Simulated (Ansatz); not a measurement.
Runs of Ansatz 0.2.0 on NiO. Symmetry: Fm-3m, No. 225, cubic system. Conventional cell: a = 4.172 Å, b = 4.172 Å, c = 4.172 Å, α = 90.00°, β = 90.00°, γ = 90.00°. Ni (site symmetry m-3m) has 6 O at 2.09 Å as nearest neighbours. O (site symmetry m-3m) has 6 Ni at 2.09 Å as nearest neighbours. 

| task | level | cell | k mesh | points for each segment of the path | mesh quality | gap on the mesh (eV) | pressure (GPa) | moment (μB) | relaxed volume (Å³/atom) |
| --- | --- | --- | --- | --- | --- | --- | --- | --- | --- |
| relaxation of cell and atoms | revPBE+D4 | relaxed | 11 × 11 × 11 | - | not flagged | - | 0.0 | 1.83 | 9.19 |
| relaxation of cell and atoms | revPBE | relaxed | 11 × 11 × 11 | - | not flagged | - | 0.0 | 1.91 | (a) |
| band structure | revPBE | as given | 11 × 11 × 11 | 14 | not flagged | none | 11.2 | 1.80 | - |
| band structure | BLYP | as given | 11 × 11 × 11 | 14 | not flagged | none | 13.6 | 1.67 | - |
| band structure | HSE03 | as given | 6 × 6 × 6 | 4 | coarse | 2.74 | 3.7 | 2.00 | - |
| relaxation of cell and atoms | HSE03 | relaxed | 6 × 6 × 6 | - | coarse | 2.79 | 0.0 | 2.00 | 9.23 |
| relaxation of cell and atoms | PBEsol | relaxed | 11 × 11 × 11 | - | not flagged | - | 0.0 | 1.28 | 8.73 |
| band structure | RPBE | as given | 11 × 11 × 11 | 14 | not flagged | none | 13.2 | 1.82 | - |
| relaxation of cell and atoms | BLYP+D3(BJ) | relaxed | 11 × 11 × 11 | - | not flagged | - | 0.0 | 1.77 | 9.35 |
| relaxation of cell and atoms | RPBE | relaxed | 11 × 11 × 11 | - | not flagged | - | 0.0 | 1.93 | 9.76 |
| relaxation of cell and atoms | BLYP+D4 | relaxed | 11 × 11 × 11 | - | not flagged | - | 0.0 | (b) | 9.44 |

Alike in all rows: potentials or basis Ansatz PAW; spin collinear, ferromagnetic start; cutoff (eV) 420; smearing fermi-dirac 0.05 eV.

Estimate the missing entries.

(a) 9.66; (b) 1.79.

Caveats: some runs use coarse meshes; a cell with one magnetic atom can't hold antiferromagnetic order, which such compounds often take; the PAW data sets come from PBE, with cores solved anew for the run's functional, which leaves a small shift of forces and pressure; the plane-wave basis is chosen anew once the cell has moved, so the energies of steps on either side of that aren't comparable (some runs); semilocal functionals often make such compounds metallic where correlation or magnetic order opens a gap, which also shifts bond lengths (some runs); the magnetic or orbital state may not be the lowest (some runs); the thresholds are loose for stress (some runs).

A k mesh can miss the band edges.

A gap of «none» marks a metal or a gap under the smearing width.

Runs at the PBE level aren't shown here.
